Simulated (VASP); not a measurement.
# GaN (P6_3/mmc) in VASP: dielectric tensor with PBE

Aim: the dielectric tensor of GaN with PBE.

Program: VASP 6.6.1. These are calculated values, not measurements. Logs are shortened: lines on timing, memory, paths and dates and some standing lists are left out, and cuts for length are marked.

**1. The structure**

It takes space group P6_3/mmc (No. 194, hexagonal). The conventional cell has a = 2.967 Å, b = 2.967 Å, c = 5.033 Å, α = 90.00°, β = 90.00°, γ = 120.00°. Ga (site symmetry -3m) has 6 N at 2.13 Å as nearest neighbours. N (site symmetry -6m2) has 6 Ga at 2.13 Å as nearest neighbours.

The cell was built by a generator and needn't be a form met in nature.

**2. Dielectric tensor, PBE**

INCAR

```
SYSTEM = GaN
ALGO     = Normal         ! electronic algorithm
EDIFF    = 1E-8           ! SCF threshold, eV
ENCUT    = 520            ! plane-wave cutoff, eV
GGA      = PE             ! functional
ISIF     = 2              ! what is computed and relaxed
ISMEAR   = 0              ! smearing method
LASPH    = .TRUE.         ! aspherical terms in the spheres
LCHARG   = .FALSE.        ! write CHGCAR
LEPSILON = .TRUE.         ! dielectric tensor by DFPT
LREAL    = .FALSE.        ! projectors in reciprocal space
LWAVE    = .FALSE.        ! write WAVECAR
NELM     = 100            ! most SCF steps
PREC     = Accurate       ! precision mode
SIGMA    = 0.01           ! smearing width, eV
```

KPOINTS

```
k-points
0
G
  9 9 4
  0 0 0
```

POSCAR

```
GaN
1.0
    2.9672035366      0.0000000000      0.0000000000
   -1.4836017683      2.5696736409      0.0000000000
    0.0000000000      0.0000000000      5.0329255204
Ga N
2 2
Direct
    0.0000000000      0.0000000000      0.0000000000
    0.0000000000      0.0000000000      0.5000000000
    0.3333333333      0.6666666667      0.2500000000
    0.6666666667      0.3333333333      0.7500000000
```

Potentials or basis: VASP PAW PBE potentials, release 64 (Ga_d, N).

Started as:

```console
$ cat potpaw_PBE.64/Ga_d/POTCAR potpaw_PBE.64/N/POTCAR > POTCAR
$ mpirun -np 1 vasp_std > vasp.out
```

OUTCAR:

```text
SYSTEM = GaN
   EDIFF = 1E-8
   ENCUT = 520
   GGA = PE
   ISIF = 2
   ISMEAR = 0
   LASPH = .TRUE.
   LEPSILON = .TRUE.
   LREAL = .FALSE.
   NELM = 100
   PREC = Accurate

 ion  position               nearest neighbor table
   1  0.000  0.000  0.000-   3 2.13   4 2.13   4 2.13   3 2.13   4 2.13   3 2.13   2 2.52   2 2.52

   2  0.000  0.000  0.500-   3 2.13   4 2.13   4 2.13   3 2.13   4 2.13   3 2.13   1 2.52   1 2.52

   3  0.333  0.667  0.250-   1 2.13   2 2.13   1 2.13   2 2.13   1 2.13   2 2.13
   4  0.667  0.333  0.750-   1 2.13   2 2.13   1 2.13   2 2.13   1 2.13   2 2.13

  LATTYP: Found a hexagonal cell.
 ALAT       =     2.9672035366
 C/A-ratio  =     1.6961847943

  Lattice vectors:

 A1 = (   2.9672035366,   0.0000000000,   0.0000000000)
 A2 = (  -1.4836017683,   2.5696736409,   0.0000000000)
 A3 = (   0.0000000000,   0.0000000000,   5.0329255204)

Analysis of symmetry for initial positions (statically):
=====================================================================
 Subroutine PRICEL returns:
 Original cell was already a primitive cell.

 Routine SETGRP: Setting up the symmetry group for a
 hexagonal supercell.

 Subroutine GETGRP returns: Found 24 space group operations
 (whereof 12 operations were pure point group operations)
 out of a pool of 24 trial point group operations.

The static configuration has the point symmetry D_3d.
 The point group associated with its full space group is D_6h.

Analysis of symmetry for dynamics (positions and initial velocities):
=====================================================================
 Subroutine PRICEL returns:
 Original cell was already a primitive cell.

 Routine SETGRP: Setting up the symmetry group for a
 hexagonal supercell.

 Subroutine GETGRP returns: Found 24 space group operations
 (whereof 12 operations were pure point group operations)
 out of a pool of 24 trial point group operations.

The dynamic configuration has the point symmetry D_3d.
 The point group associated with its full space group is D_6h.

 Subroutine INISYM returns: Found 24 space group operations
 (whereof 12 operations are pure point group operations),
 and found     1 'primitive' translations

----------------------------------------------------------------------------------------

[... 770 lines left out ...]
      1.48360      0.85656      3.77469        -0.000000     -0.000000     -0.000000
 -----------------------------------------------------------------------------------
    total drift:                               -0.000000      0.000000      0.000000

  FREE ENERGIE OF THE ION-ELECTRON SYSTEM (eV)
  ---------------------------------------------------
  free  energy   TOTEN  =       -21.8515366938 eV

  energy  without entropy=      -21.8515366938  energy(sigma->0) =      -21.85153669

 HEAD OF MICROSCOPIC STATIC DIELECTRIC TENSOR (INDEPENDENT PARTICLE, excluding Hartree and local field effects)
 ------------------------------------------------------
           8.807194     0.000000     0.000000
           0.000000     8.807194    -0.000000
           0.000000     0.000000     9.254110
 ------------------------------------------------------

 Free energy of the ion-electron system (eV)
  ---------------------------------------------------
  ---------------------------------------------------
  free energy    TOTEN  =        -0.86435796 eV

  energy without entropy =       -0.86435796

------------------------ aborting loop because EDIFF is reached ----------------------------------------

--------------------------------------- Ionic step        2  -------------------------------------------

------------------------ aborting loop because EDIFF is reached ----------------------------------------

--------------------------------------- Ionic step        3  -------------------------------------------

 Free energy of the ion-electron system (eV)
  ---------------------------------------------------
  ---------------------------------------------------
  free energy    TOTEN  =        -0.90325796 eV

  energy without entropy =       -0.90325796

------------------------ aborting loop because EDIFF is reached ----------------------------------------

 PIEZOELECTRIC TENSOR FIELD DIRECTION 3  (e Angst)
 -----------------------------------------------------------------------------
    -0.00002  0.00000  0.00000           (  0.00001  0.00000  0.00000)
     0.00000 -0.00002  0.00000           (  0.00000  0.00001  0.00000)
     0.00000  0.00000 -0.00050           (  0.00000  0.00000 -0.00000)

 PIEZOELECTRIC TENSOR FIELD DIRECTION 3  (C/m^2)
 -----------------------------------------------------------------------------
    -0.00001  0.00000  0.00000
     0.00000 -0.00001  0.00000
     0.00000  0.00000 -0.00021

 MACROSCOPIC STATIC DIELECTRIC TENSOR (including local field effects in DFT)
 ------------------------------------------------------
           8.661375     0.000000     0.000000
           0.000000     8.661375    -0.000000
           0.000000     0.000000     9.036994
 ------------------------------------------------------

 PIEZOELECTRIC TENSOR (including local field effects)  for field in x, y, z        (e  Angst)
          XX          YY          ZZ          XY          YZ          ZX
  --------------------------------------------------------------------------------
  x     0.00000     0.00000     0.00000     0.00000     0.00000     0.00000
  y     0.00000     0.00000     0.00000     0.00000     0.00000     0.00000
  z     0.00000     0.00000     0.00000     0.00000     0.00000     0.00000

 PIEZOELECTRIC TENSOR (including local field effects)  for field in x, y, z        (C/m^2)
          XX          YY          ZZ          XY          YZ          ZX
  --------------------------------------------------------------------------------
  x     0.00000     0.00000     0.00000     0.00000     0.00000     0.00000
  y     0.00000     0.00000     0.00000     0.00000     0.00000     0.00000
  z     0.00000     0.00000     0.00000     0.00000     0.00000     0.00000

 BORN EFFECTIVE CHARGES (including local field effects) (in |e|, cummulative output)
 ---------------------------------------------------------------------------------
 ion    1
    1     3.44929     0.00000     0.00000
    2     0.00000     3.44929     0.00000
    3     0.00000    -0.00000     3.66235
 ion    2
    1     3.44929     0.00000     0.00000
    2     0.00000     3.44929     0.00000
    3     0.00000     0.00000     3.66235
 ion    3
    1    -3.44929     0.00000     0.00000
    2     0.00000    -3.44929     0.00000
    3     0.00000     0.00000    -3.66235
 ion    4
    1    -3.44929     0.00000     0.00000
    2     0.00000    -3.44929     0.00000
    3     0.00000     0.00000    -3.66235
```

It took 9.8 min on 1 thread of AMD EPYC 7R13 (Zen 3), shared host; peak memory 0.27 GiB.

Results:

```
Band gap on the k mesh                  : 1.33 eV, indirect (least direct gap 1.77 eV)
Electronic dielectric tensor (diagonal) : 8.66, 8.66, 9.04
Born charges (mean of the diagonal)     : Ga +3.52; N -3.52 e
```

Levels at points of the mesh, in eV from the valence-band top:
```csv
k point,band 16,band 17,band 18,band 19,band 20,band 21
"(0.00, 0.00, 0.00)",-0.55,-0.11,-0.11,1.67,4.62,9.26
"(0.00, 0.00, 0.50)",-0.30,-0.30,-0.30,4.37,4.37,9.28
```

Electronic dielectric tensor:
```
8.66 0.00 0.00
0.00 8.66 0.00
0.00 0.00 9.04
```

Born effective charge tensors (e):
atom 1, Ga
```
3.45 0.00 0.00
0.00 3.45 0.00
0.00 0.00 3.66
```
atom 2, Ga
```
3.45 0.00 0.00
0.00 3.45 0.00
0.00 0.00 3.66
```
atom 3, N
```
-3.45  0.00  0.00
 0.00 -3.45  0.00
 0.00  0.00 -3.66
```
atom 4, N
```
-3.45  0.00  0.00
 0.00 -3.45  0.00
 0.00  0.00 -3.66
```

Caveat: an odd mesh through Γ misses points on the zone boundary, where band edges often lie.
